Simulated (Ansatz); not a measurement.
# Ti2COS MXene monolayer in a perpendicular field, part 2 of 3

Aim: how the Ti2COS MXene monolayer screens a field along its normal, and what the field does to its bands. A positive field points along +c.

Ansatz 0.2.0; plane-wave DFT, PBE-D3(BJ), Ansatz PAW.

So far. Step 2 (Relaxing the slab): The lattice constant a goes from 3.100 to 3.078 Å.

## Step 3: Atoms held, field 0, start network

A sawtooth potential applies the field, turning back in the middle of the vacuum. With the dipole correction the typed value is the field outside the slab. The induced dipole is small, so the SCF threshold is tight.

The cell differs from the one that the last finished run ended in (c 41.576 → 22.988 Å).

Input file input.yaml:

```yaml
crystal:
  lattice:
    - [3.077882823, 0.0, 0.0]
    - [-1.5389414115, 2.6655247146, 0.0]
    - [0.0, 0.0, 22.987624457]
  atoms:
    - { symbol: S, position: [0.3333333333, 0.6666666667, 0.3915150092] }
    - { symbol: Ti, position: [0.6666666667, 0.3333333333, 0.4611297227] }
    - { symbol: C, position: [0.0, 0.0, 0.5127241538] }
    - { symbol: Ti, position: [0.3333333333, 0.6666666667, 0.5700825496] }
    - { symbol: O, position: [0.6666666667, 0.3333333333, 0.6084849908] }
kpoints:
  mp_grid: { grid: [18, 18, 1] }
  band_path:
    path: [[0, 0, 0], [0.5, 0, 0], [0.33333333, 0.33333333, 0], [0, 0, 0]]
    npoints: 16
hamiltonian:
  xc: pbe
  dispersion: d3bj
scf:
  occupations: { method: fermi_dirac, width: 0.02585 }
  convergence: { dr2_threshold: 1.0e-10 }
efield:
  axis: 3
  dipole_correction: true
  ramp_position: 0.97
  ramp_width: 0.06
  amplitude: 0
output:
  dos: { projected: true, e_range: [-6, 5] }
  bader: true
  write_potential: true
  write_density: true
  volumetric_format: npy
  elf: true
```

Launch:

```console
$ ansatz run input.yaml --threads 4 --pin off --max-ram 6144MiB --backend cpu --events-out ev --progress --plain --runs-dir out
```

Numbers of over 12 decimals in the logs are rounded to 6 here.

Output:

```text
[...]
Crystal: 5 atoms, lattice volume = 188.594 Å³
Basis set: ecut = 420 eV, 3653 PW (Γ)
Bands: 25, of which v1, the nominal top of the filled ones, is band 20 counted from 1 (19 counted from 0)
Symmetry: 6 space group operations
[...]
k-points: 37 of 324 (time reversal used)
[...]
SCF iter   1: F=—  HF=-6726.380856 eV  |F-HF|=—  |Δ(HF+E_count)|=         —  Δρ=4.32e-3  dr2=9.20e-2  ethr=1.77e-3  p=0.022 e·Å  D=2.09e-2 V/Å  ΔV_dip=-0.48 eV  dr2_dipole=4.01e-4  V_vac-E_F(+/−)=5.38/5.86 eV  ⟨swp⟩=7.3  Hψ=4800  notcnv=0
efield: sawtooth ramp at fractional position 0.9700 (set: `efield.ramp_position`, or a place that a band, a saddle search or an elastic batch's reference lends), width 0.0600; the density the first Hamiltonian is built on has a dipole p = 0.022 e·Å; the dipole correction subtracts the counter field D = 2.09e-2 V/Å, which shifts the + side's vacuum level by -0.48 eV against the − side's; the planar-averaged density in the ramp window peaks in size at 1.2e-5 e/Å³
[...]
SCF iter   2: F=—  HF=-6726.385075 eV  |F-HF|=—  |Δ(HF+E_count)|=   4.22e-3  Δρ=4.47e-3  dr2=1.15e-1  ethr=2.30e-4  p=0.013 e·Å  D=1.22e-2 V/Å  ΔV_dip=-0.28 eV  dr2_dipole=1.41e-6  V_vac-E_F(+/−)=5.67/5.95 eV  ⟨swp⟩=3.0  Hψ=1893  notcnv=0  defer=14
[...]
SCF iter  10: F=-6726.369967 eV  HF=-6726.369967 eV  |F-HF|=1.37e-10  |Δ(HF+E_count)|=   1.12e-9  Δρ=2.56e-7  dr2=9.75e-11  ethr=1.00e-12  p=0.016 e·Å  D=1.50e-2 V/Å  ΔV_dip=-0.34 eV  dr2_dipole=9.40e-12  V_vac-E_F(+/−)=5.55/5.90 eV  ⟨swp⟩=4.7  Hψ=3249  notcnv=0
SCF 1 converged in 10 iterations: F = -6726.369967 eV  dr2 = 9.75e-11
[...]
NSCF: frozen V_eff on 49 k-points
efield: sawtooth ramp at fractional position 0.9700 (kept from the solve that this one continues, or follows in the run), width 0.0600; the density the first Hamiltonian is built on has a dipole p = 0.016 e·Å; the dipole correction subtracts the counter field D = 1.50e-2 V/Å, which shifts the + side's vacuum level by -0.34 eV against the − side's; the planar-averaged density in the ramp window peaks in size at 1.4e-6 e/Å³
WARN: The output density's exchange-correlation potential varies sharply where the density is thin. Do not read a vacuum level from v_tot or v_xc, or from such a field of the output density. On a cell that repeats whose density bears no net charge and no dipole along the vacuum's axis use v_es (v_loc + v_h of the components); under efield.dipole_correction with no amplitude use v_es + v_field, which holds any externa [...]
SCF converged after 10 iterations
Free energy (F): -6726.369967 eV
[...]
Internal energy: -6726.367685 eV  (E = F + TS)
E sigma→0 (E₀):  -6726.368826 eV
Entropy (-TS):   -0.002282 eV (-0.456 meV/atom)
Fermi energy:    -0.086815 eV
Dipole field:    D = 0.014981 V/Å  (p = 0.015613 e·Å, saw-weighted, corrected)
Work function:   Φ+ = 5.5542 eV   Φ− = 5.8987 eV
Levels:          The Fermi level and band energies are counted from a zero that moves with the ramp; work functions are not
[...]
--- Band table (eV; the first three rows and the last of 37) ---
  k-point 0: bands = [... 16 lower, -2.0332, -1.3958, 0.4895, 0.4895, 0.8165, 0.8165, 1.0622, 1.6296, ... 1 higher]
  k-point 1: bands = [... 16 lower, -2.0364, -1.2791, 0.1085, 0.2341, 0.7212, 1.0136, 1.3016, 1.6735, ... 1 higher]
  k-point 2: bands = [... 16 lower, -2.0529, -1.2184, -0.5571, -0.1040, 0.5566, 1.1563, 1.5158, 1.7916, ... 1 higher]
  k-point 36: bands = [... 16 lower, -3.7145, -2.9823, -2.7653, -2.4832, 1.1385, 1.3257, 2.2261, 2.4730, ... 1 higher]
--- Bader charges: 5 sites ---
  site symbol  charge [e]  shift [e]
     0      S     -0.7529     0.0005
     1     Ti      1.6657     0.0008
     2      C     -1.7376     0.0007
     3     Ti      1.9641     0.0010
     4      O     -1.1393     0.0015
  estimated error of the sums over rays = 7.8e-4 e
```

The job ended after 17 s (4 threads of Intel Xeon Platinum 8488C (Sapphire Rapids), shared host; peak memory 0.64 GiB; 67 s of CPU time).

The column dr2 measures how far the density is from self-consistency, as an energy; F and HF (Harris–Foulkes) agree once it is small.

This step gave:

* energy at zero smearing: -6726.3688 eV
* work function, upper face: 5.554 eV
* work function, lower face: 5.899 eV
* dipole along the normal: 0.01561 e·Å
* step between the vacuum levels: -0.3444 eV

Running mean over a fixed 2.7 Å (it still follows the layers) of the planar mean; the ramp of the sawtooth is left out. The electron's electrostatic potential energy less the Fermi level by z:

```
z (Å)  electron's electrostatic potential energy less the Fermi level (eV)
  3.5                                                                 5.90
  4.0                                                                 5.90
  4.5                                                                 5.90
  5.0                                                                 5.90
  5.5                                                                 5.89
  6.0                                                                 5.86
  6.5                                                                 5.73
  7.0                                                                 5.05
  7.5                                                                 3.00
  8.0                                                                0.449
  8.5                                                                -1.68
  9.0                                                                -4.17
  9.5                                                                -6.98
 10.0                                                                -8.26
 10.5                                                                -8.43
 11.0                                                                -8.42
 11.5                                                                -8.90
 12.0                                                                -9.19
 12.5                                                                -9.52
 13.0                                                                -9.23
 13.5                                                                -7.37
 14.0                                                                -5.20
 14.5                                                                -2.17
 15.0                                                                 1.10
 15.5                                                                 3.94
 16.0                                                                 5.28
 16.5                                                                 5.51
 17.0                                                                 5.55
 17.5                                                                 5.55
 18.0                                                                 5.55
 18.5                                                                 5.55
 19.0                                                                 5.55
 19.5                                                                 5.55
```

The density of states has structure finer than the step of the table below, so its rows give means over 0.2 eV, whole bins alone (the curve runs from -6 to 1.39 eV). Peaks (eV: height): -5.48: 10.2, -4.59: 20.9, -4.32: 8.02, -3.74: 11.9, -2.77: 10.1, -2.72: 10.5, -1.75: 7.66.

Density of states against energy, zero at the Fermi level; means over each step:

energy (eV), density of states (states/eV a cell) and a bar:
```
     -5.8        1.6 #####
     -5.6        4.1 ###############
     -5.4        2.6 #########
     -5.2        3.0 ##########
     -5.0        4.4 ################
     -4.8        4.9 ##################
     -4.6        7.6 ##############################
     -4.4        4.1 ###############
     -4.2        1.7 #####
     -4.0        2.0 ######
     -3.8        6.8 ##########################
     -3.6        1.0 ##
     -3.4        0.7 #
     -3.2        1.3 ###
     -3.0        3.4 ############
     -2.8        7.3 #############################
     -2.6        3.8 ##############
     -2.4        3.8 ##############
     -2.2        3.3 ############
     -2.0        3.5 #############
     -1.8        3.7 #############
     -1.6        2.3 ########
     -1.4        1.7 #####
     -1.2        2.1 #######
     -1.0        1.6 #####
     -0.8        1.7 #####
     -0.6        1.1 ##
     -0.4        0.6 #
     -0.2        0.5 
      0.0        1.3 ###
      0.2        1.6 #####
      0.4        1.9 ######
      0.6        2.6 #########
      0.8        2.0 ######
      1.0        1.2 ###
      1.2        2.7 #########
```

Projected DOS per atom over height of the atomic layer and energy from the Fermi level. Layers: S Ti C Ti O from below.

Values in states/eV, 22 rows by 5 columns, each cell a mean:
```
0.25 0.55 0.11 1.23 0.10
0.16 0.36 0.11 0.90 0.13
0.20 0.71 0.13 1.03 0.20
0.19 0.55 0.10 0.57 0.18
0.17 0.27 0.05 0.21 0.07
0.36 0.23 0.06 0.10 0.01
0.92 0.35 0.18 0.12 0.05
0.94 0.32 0.31 0.13 0.15
0.95 0.29 0.34 0.18 0.14
1.64 0.47 0.81 0.28 0.30
0.98 0.83 0.95 0.35 0.28
0.61 0.97 1.25 0.41 0.37
1.31 1.34 1.73 0.62 0.77
0.68 0.52 0.43 0.16 0.16
0.32 0.12 0.09 0.03 0.08
1.52 1.00 1.30 0.65 1.22
0.61 0.28 0.21 0.16 0.66
1.15 0.40 0.66 0.90 3.16
0.22 0.31 0.60 0.96 2.38
0.58 0.35 0.33 0.58 1.34
0.12 0.19 0.40 0.97 2.17
0.06 0.11 0.21 0.40 0.76
```
Columns: height of the atomic layer (Å) from 9 to 14.0 (not evenly spaced); rows upwards: energy from the Fermi level (eV) from -5.96 to 1.33.

Electronic bands along the path, in eV, zero at the Fermi level:

```
  point  band 17  band 18  band 19  band 20  band 21  band 22  band 23  band 24
      Γ    -1.95    -1.31     0.58     0.58     0.90     0.90     1.15     1.72
halfway    -2.68    -2.14    -1.31    -0.55     0.17     1.43     1.76     2.22
      M    -3.15    -2.40    -1.76    -0.67    -0.13     1.54     1.95     2.25
halfway    -3.05    -2.75    -2.28    -1.94     0.75     1.63     1.88     2.50
      K    -3.63    -2.90    -2.68    -2.40     1.23     1.41     2.31     2.56
halfway    -2.76    -2.29    -1.70    -1.25     0.76     1.14     1.94     2.35
      Γ    -1.95    -1.31     0.58     0.58     0.90     0.90     1.15     1.72
```

Electrostatic potential energy in the ca plane at fractional y = 0.333, with atoms of Ti and O within 0.2 Å of it. With pseudopotentials it is smooth inside the atoms' cores, unlike the true potential.

Values in eV, 5 rows by 16 columns, each cell a mean:
```
  6   6   6   6   5   3  -4 -27  -9  -1 -11  -5   6   6   6   6
  6   6   6   6   5   4  -8 -36 -17   1 -24 -18   6   6   6   6
  6   6   6   6   5   3  -4 -27  -9  -1 -11  -5   6   6   6   6
  6   6   6   6   5  -2  -4  -3  -2  -6  -8   3   5   6   6   6
  6   6   6   6   5  -1  -4  -3  -2  -6  -8   3   5   6   6   6
```
Columns run along c (16.0 Å, from fractional 0.14 to 0.83 of the cell; values clipped at the 3rd and 97th percentile), rows up along a (3.1 Å). Atoms in or near the plane, at fractional coordinates: Ti at (0.46, 0.67), O at (0.61, 0.67).

ELF in the ca plane at fractional y = 0.333, with atoms of Ti and O within 0.2 Å of it. It is the smooth field of the valence electrons, not physical close to the nuclei.

Values, 5 rows by 16 columns, each cell a mean:
```
0.00 0.01 0.12 0.41 0.31 0.44 0.29 0.20 0.71 0.61 0.09 0.00 0.00 0.00 0.00 0.00
0.00 0.00 0.02 0.12 0.32 0.36 0.14 0.31 0.62 0.73 0.15 0.00 0.00 0.00 0.00 0.00
0.00 0.01 0.14 0.40 0.32 0.43 0.27 0.21 0.69 0.61 0.09 0.00 0.00 0.00 0.00 0.00
0.00 0.05 0.46 0.75 0.51 0.26 0.64 0.21 0.19 0.16 0.01 0.00 0.00 0.00 0.00 0.00
0.00 0.05 0.47 0.77 0.52 0.26 0.65 0.20 0.16 0.14 0.01 0.00 0.00 0.00 0.00 0.00
```
Columns run along c (16.0 Å, from fractional 0.24 to 0.94 of the cell), rows up along a (3.1 Å). Atoms in or near the plane, at fractional coordinates: Ti at (0.46, 0.67), O at (0.61, 0.67).

Valence density in the ca plane at fractional y = 0.333, with atoms of Ti and O within 0.2 Å of it. It is the smooth field of the valence electrons, not physical close to the nuclei.

Ten steps, logarithmic in the rise over the least value, from '0' (0.00 × 1e0 e/Å³) to '9' (9.67 × 1e0 e/Å³), each cell a mean:
```
00000001223335653322234553100000000000000000
00000000112258985222236885200000000000000000
00000000112269996211247986310000000000000000
00000000122258985222236775200000000000000000
00000001223334543322234443100000000000000000
00000001334332223333333221000000000000000000
00000002344432223443443210000000000000000000
00000001234332233333333221000000000000000000
```
Columns run along c (16.0 Å, from fractional 0.24 to 0.94 of the cell), rows up along a (3.1 Å). Atoms in or near the plane, at fractional coordinates: Ti at (0.46, 0.67), O at (0.61, 0.67).

The work function of the upper face is 5.55 eV.

## Step 4: Atoms held, field 0.1 V/Å

Changes to input.yaml since step 3:

```diff
@@ -25,8 +25,6 @@
   dipole_correction: true
-  ramp_position: 0.97
-  ramp_width: 0.06
-  amplitude: 0
+  ramp_position: 0.9311
+  ramp_width: 0.1232
+  amplitude: 0.1
 output:
-  dos: { projected: true, e_range: [-6, 5] }
-  bader: true
   write_potential: true
@@ -34,2 +32 @@
   volumetric_format: npy
-  elf: true
```

Output:

```text
[...]
Crystal: 5 atoms, lattice volume = 188.594 Å³
Basis set: ecut = 420 eV, 3653 PW (Γ)
Bands: 25, of which v1, the nominal top of the filled ones, is band 20 counted from 1 (19 counted from 0)
Symmetry: 6 space group operations
[...]
k-points: 37 of 324 (time reversal used)
[...]
k-point 0: bands = [... 16 lower, -2.0421, -1.4113, 0.4844, 0.4844, 0.8068, 0.8068, 1.0577, 1.6208, ... 1 higher]
  k-point 1: bands = [... 16 lower, -2.0452, -1.2938, 0.1000, 0.2264, 0.7151, 1.0067, 1.2963, 1.6648, ... 1 higher]
  k-point 2: bands = [... 16 lower, -2.0614, -1.2304, -0.5697, -0.1135, 0.5511, 1.1506, 1.5099, 1.7838, ... 1 higher]
  k-point 36: bands = [... 16 lower, -3.7168, -2.9898, -2.7674, -2.5034, 1.1332, 1.3250, 2.2186, 2.4603, ... 1 higher]
[key lines of the parts left out:]
SCF converged after 15 iterations
Free energy (F): -6726.373004 eV
Fermi energy:    -0.094663 eV
Dipole field:    D = 0.043303 V/Å  (p = 0.045133 e·Å, saw-weighted, corrected)
```

Elapsed: 7.8 s, on 4 threads; peak memory 0.6 GiB.

The dipole is 0.0451 e·Å, 0.0295 e·Å from its value without field.

## Step 5: Single point, field -0.1 V/Å

Changes to input.yaml since step 4:

```diff
@@ -27,3 +27,3 @@
   ramp_width: 0.1232
-  amplitude: 0.1
+  amplitude: -0.1
 output:
```

Output:

```text
[...]
Crystal: 5 atoms, lattice volume = 188.594 Å³
Basis set: ecut = 420 eV, 3653 PW (Γ)
Bands: 25, of which v1, the nominal top of the filled ones, is band 20 counted from 1 (19 counted from 0)
Symmetry: 6 space group operations
[...]
k-points: 37 of 324 (time reversal used)
[...]
k-point 0: bands = [... 16 lower, -2.0298, -1.3859, 0.4890, 0.4890, 0.8206, 0.8206, 1.0610, 1.6329, ... 1 higher]
  k-point 1: bands = [... 16 lower, -2.0331, -1.2699, 0.1114, 0.2363, 0.7217, 1.0150, 1.3012, 1.6766, ... 1 higher]
  k-point 2: bands = [... 16 lower, -2.0500, -1.2120, -0.5500, -0.1001, 0.5565, 1.1564, 1.5161, 1.7937, ... 1 higher]
  k-point 36: bands = [... 16 lower, -3.7176, -2.9804, -2.7686, -2.4686, 1.1383, 1.3208, 2.2279, 2.4801, ... 1 higher]
[key lines of the parts left out:]
SCF converged after 15 iterations
Free energy (F): -6726.369882 eV
Fermi energy:    -0.084505 eV
Dipole field:    D = -0.013339 V/Å  (p = -0.013903 e·Å, saw-weighted, corrected)
```

Run time: 8.3 s. Hardware: 4 threads; peak memory 0.6 GiB.

The dipole is -0.0139 e·Å, -0.0295 e·Å from its value without field.

## Step 6: Single point, field 0.2 V/Å

Changes to input.yaml since step 5:

```diff
@@ -27,3 +27,3 @@
   ramp_width: 0.1232
-  amplitude: -0.1
+  amplitude: 0.2
 output:
```

Output:

```text
[...]
Crystal: 5 atoms, lattice volume = 188.594 Å³
Basis set: ecut = 420 eV, 3653 PW (Γ)
Bands: 25, of which v1, the nominal top of the filled ones, is band 20 counted from 1 (19 counted from 0)
Symmetry: 6 space group operations
[...]
k-points: 37 of 324 (time reversal used)
[...]
k-point 0: bands = [... 16 lower, -2.0491, -1.4248, 0.4813, 0.4813, 0.7991, 0.7991, 1.0551, 1.6140, ... 1 higher]
  k-point 1: bands = [... 16 lower, -2.0521, -1.3066, 0.0934, 0.2206, 0.7110, 1.0018, 1.2929, 1.6581, ... 1 higher]
  k-point 2: bands = [... 16 lower, -2.0680, -1.2404, -0.5803, -0.1211, 0.5476, 1.1469, 1.5058, 1.7779, ... 1 higher]
  k-point 36: bands = [... 16 lower, -3.7171, -2.9953, -2.7674, -2.5217, 1.1298, 1.3263, 2.2130, 2.4495, ... 1 higher]
[key lines of the parts left out:]
SCF converged after 15 iterations
Free energy (F): -6726.378994 eV
Fermi energy:    -0.100512 eV
Dipole field:    D = 0.071646 V/Å  (p = 0.074672 e·Å, saw-weighted, corrected)
```

The job ended after 8.5 s (4 threads; peak memory 0.6 GiB).

The dipole is 0.0747 e·Å, 0.0591 e·Å from its value without field.

## Step 7: Atoms held, field -0.2 V/Å

Changes to input.yaml since step 6:

```diff
@@ -27,3 +27,3 @@
   ramp_width: 0.1232
-  amplitude: 0.2
+  amplitude: -0.2
 output:
```

Output:

```text
[...]
Crystal: 5 atoms, lattice volume = 188.594 Å³
Basis set: ecut = 420 eV, 3653 PW (Γ)
Bands: 25, of which v1, the nominal top of the filled ones, is band 20 counted from 1 (19 counted from 0)
Symmetry: 6 space group operations
[...]
k-points: 37 of 324 (time reversal used)
[...]
k-point 0: bands = [... 16 lower, -2.0245, -1.3741, 0.4905, 0.4905, 0.8266, 0.8266, 1.0618, 1.6382, ... 1 higher]
  k-point 1: bands = [... 16 lower, -2.0279, -1.2589, 0.1162, 0.2403, 0.7241, 1.0183, 1.3027, 1.6818, ... 1 higher]
  k-point 2: bands = [... 16 lower, -2.0451, -1.2038, -0.5410, -0.0942, 0.5584, 1.1585, 1.5183, 1.7978, ... 1 higher]
  k-point 36: bands = [... 16 lower, -3.7187, -2.9766, -2.7698, -2.4520, 1.1400, 1.3180, 2.2316, 2.4892, ... 1 higher]
[key lines of the parts left out:]
SCF converged after 15 iterations
Free energy (F): -6726.372747 eV
Fermi energy:    -0.080192 eV
Dipole field:    D = -0.041648 V/Å  (p = -0.043408 e·Å, saw-weighted, corrected)
```

It took 8.5 s on 4 threads; peak memory 0.59 GiB; 32 s of CPU time.

The dipole is -0.0434 e·Å, -0.0590 e·Å from its value without field.

## Step 8: Atoms held, field 0.35 V/Å

Changes to input.yaml since step 7:

```diff
@@ -25,6 +25,8 @@
   dipole_correction: true
-  ramp_position: 0.9311
-  ramp_width: 0.1232
-  amplitude: -0.2
+  ramp_position: 0.9057
+  ramp_width: 0.1742
+  amplitude: 0.35
 output:
+  dos: { projected: true, e_range: [-6, 5] }
+  bader: true
   write_potential: true
@@ -32 +34,2 @@
   volumetric_format: npy
+  elf: true
```

Output:

```text
[...]
Crystal: 5 atoms, lattice volume = 188.594 Å³
Basis set: ecut = 420 eV, 3653 PW (Γ)
Bands: 25, of which v1, the nominal top of the filled ones, is band 20 counted from 1 (19 counted from 0)
Symmetry: 6 space group operations
[...]
k-points: 37 of 324 (time reversal used)
[...]
k-point 36: bands = [... 16 lower, -3.7190, -3.0052, -2.7686, -2.5506, 1.1231, 1.3267, 2.2028, 2.4318, ... 1 higher]
--- Bader charges: 5 sites ---
  site symbol  charge [e]  shift [e]
     0      S     -0.7675     0.0005
     1     Ti      1.6662     0.0008
     2      C     -1.7377     0.0007
     3     Ti      1.9669     0.0010
     4      O     -1.1278     0.0015
  estimated error of the sums over rays = 8.1e-4 e
[key lines of the parts left out:]
SCF converged after 15 iterations
Free energy (F): -6726.393520 eV
Fermi energy:    -0.110819 eV
Dipole field:    D = 0.114194 V/Å  (p = 0.119018 e·Å, saw-weighted, corrected)
```

The job ended after 19 s (4 threads; peak memory 0.59 GiB; 75 s of CPU time).

The dipole is 0.119 e·Å, 0.103 e·Å from its value without field.

[end of part 2 of 3]

[Logs are printed without paths, hosts, clocks, repeated set-up lines and the standing remarks that a program may print on its own settings, such as how far it seeks lower states.]

[Hosts, paths, dates, database ids (printed as entryN), source tags and the programs' standing remarks are cut or masked in the printed files.]

[Maps of the electrostatic potential energy from Ansatz leave out the sawtooth potential of an applied field or a dipole correction, so their vacuum need not be flat; planar profiles and work functions include it.]

[The density of states shown here was stored with 400 of the rows of the run's finer table, so its peaks can read low, often by over a quarter, or be missed, and its means over a window can be off by a tenth or more.]
